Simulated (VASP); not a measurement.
Input of a VASP 6.6.1 run:

The input INCAR:

```
  ALGO = Normal
  EDIFF = 1E-6
  ENCUT = 520
  GGA = PE
  ISIF = 2
  ISMEAR = -1
  IVDW = 12
  LASPH = True
  LCHARG = False
  LREAL = Auto
  LWAVE = False
  NBANDS = 34
  NELM = 100
  PREC = Accurate
  SIGMA = 0.05
```

File KPOINTS:

```
k-points
0
Gamma
  1 1 1
```

File POSCAR:

```
H11NO4
1.0
    5.4175020000      0.0000000000      0.0000000000
    0.0000000000      5.4175020000      0.0000000000
    0.0000000000      0.0000000000      5.4175020000
O H N
4 11 1
Direct
    0.4653620802      1.1071338783      0.4494691465
    0.6890075906      0.9489982653      0.8818270856
    1.0803318577      0.7593905826      0.5515272537
    0.3965849943      0.5447898312      0.9052327069
    0.4896537186      0.9997781265      0.3058605239
    0.6289060899      1.1894965613      0.4321179761
    0.6015318499      1.0065340077      0.7289706584
    0.6499305399      0.7691552306      0.9104195993
    1.2261555233      0.8791874927      0.5743606555
    0.9525792515      0.8426392828      0.6555235236
    0.2618734612      0.5317764534      0.7920255498
    0.4496352747      0.3750806183      0.9208118428
    0.9661094726      0.4717672462      0.3603874996
    0.9929853279      0.1873741809      0.3216242467
    0.8475862122      0.3394368844      0.1023349876
    0.8752557913      0.3231009421      0.2965942606
```

Potentials or basis: VASP PAW PBE potentials, release 64 (O, H, N).

Run with:

```sh
$ cat potpaw_PBE.64/O/POTCAR potpaw_PBE.64/H/POTCAR potpaw_PBE.64/N/POTCAR > POTCAR
$ mpirun -np 1 vasp_gam > vasp.out
```

**Question.** Estimate the band gap on the k mesh.

**Answer.** 4.24 eV, direct.

**Question.** Estimate the dispersion energy per atom.

**Answer.** -0.034 eV.

Forces in eV/Å, atoms in the order of the input:
```
O   -0.512 -1.013  0.013
O    0.466 -0.403 -0.062
O    0.984  1.712  0.928
O    0.830 -0.444  0.872
H   -0.485 -0.200  0.003
H    0.708  1.420 -0.283
H   -0.015 -0.831  0.463
H   -0.509  1.304 -0.568
H   -1.241 -1.198 -0.550
H    0.163 -0.418 -0.140
H   -0.887  0.531 -1.001
H    0.178 -0.348  0.312
H    0.120  0.916  0.034
H    1.255 -1.566 -0.105
H    0.355 -0.199  1.862
N   -1.411  0.737 -1.776
```

Expect the measured gap to be larger: semilocal functionals such as PBE lack the derivative discontinuity.
